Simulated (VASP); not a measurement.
A run of VASP 6.6.1 is set up as follows.

INCAR

```
PREC = Accurate ; ENCUT = 700
EDIFF = 1E-6 ; ISMEAR = 0
SIGMA = 0.05 ; LREAL = F
LASPH = T ; NELM = 80
ALGO = Fast ; ISIF = 2
LWAVE = F ; LCHARG = F
GGA = PE ; NBANDS = 19
```

The input KPOINTS:

```
Automatic mesh
0
Gamma
  6 6 6
```

The input POSCAR:

```
ZrO2
1.0
    0.0000000000      2.5500000000      2.5500000000
    2.5500000000      0.0000000000      2.5500000000
    2.5500000000      2.5500000000      0.0000000000
Zr O
1 2
Direct
    0.0000000000      0.0000000000      0.0000000000
    0.2500000000      0.2500000000      0.2500000000
    0.7500000000      0.7500000000      0.7500000000
```

Potentials or basis: VASP PAW PBE potentials, release 64 (Zr_sv, O).

The run is started by

```bash
$ cat potpaw_PBE.64/Zr_sv/POTCAR potpaw_PBE.64/O/POTCAR > POTCAR
$ mpirun -np 1 vasp_std > vasp.out
```

(1) Estimate the band gap on the k mesh.

(2) What does it give for the pressure?

Answers

(1) 3.34 eV, indirect (least direct gap 3.78 eV).

(2) 2.3 GPa.
